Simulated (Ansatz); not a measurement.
Crystal: TiO.

```
Ti O
1.0
     3.00939    0.00000    0.00000
     0.00000    3.00939    0.00000
     0.00000    0.00000    3.68042
Ti O
1 1
Direct
  0.00000 0.00000 0.00000
  0.00000 0.00000 0.50000
```

The cell was built by a generator and needn't be a form met in nature.

```yaml
Program: Ansatz 0.2.0
Task: relaxation of cell and atoms
Functional: RPBE
Potentials_or_basis: Ansatz PAW
Cutoff: "420 eV (not typed: the program's choice for these potentials)"
k_mesh: 9 × 9 × 7
Occupations: fermi-dirac, width 0.05 eV
Spin: no spin polarisation
```

At the start: volume 16.67 Å³/atom.

Problem. How do energy, volume and symmetry change on relaxing?

Solution. It ends after 8 steps and the volume is 17.48 Å³/atom (+4.9 %); space group P4/mmm (No. 123, to 0.05 Å).

Step by step:
```tsv
step	energy change (eV)	largest force (eV/Å)	volume (Å³)
1	0.0000	0.0000	33.33
2	-0.0031	0.0000	35.59
3	-0.0080	0.0000	34.85
4	-0.0081	0.0000	34.80
5	-0.0117	0.0000	34.80
6	-0.0116	0.0000	34.94
7	-0.0115	0.0000	34.96
8	-0.0118	0.0000	34.96
```

Final structure:
```
Ti O
1.0
     3.07377    0.00000    0.00000
     0.00000    3.07377    0.00000
     0.00000    0.00000    3.70061
Ti O
1 1
Direct
  0.00000 0.00000 0.00000
  0.00000 0.00000 0.50000
```

Caveat: the plane-wave basis is chosen anew once the cell has moved, so the energies of steps on either side of that aren't comparable; the PAW data sets come from PBE, with cores solved anew for the run's functional, which leaves a small shift of forces and pressure.
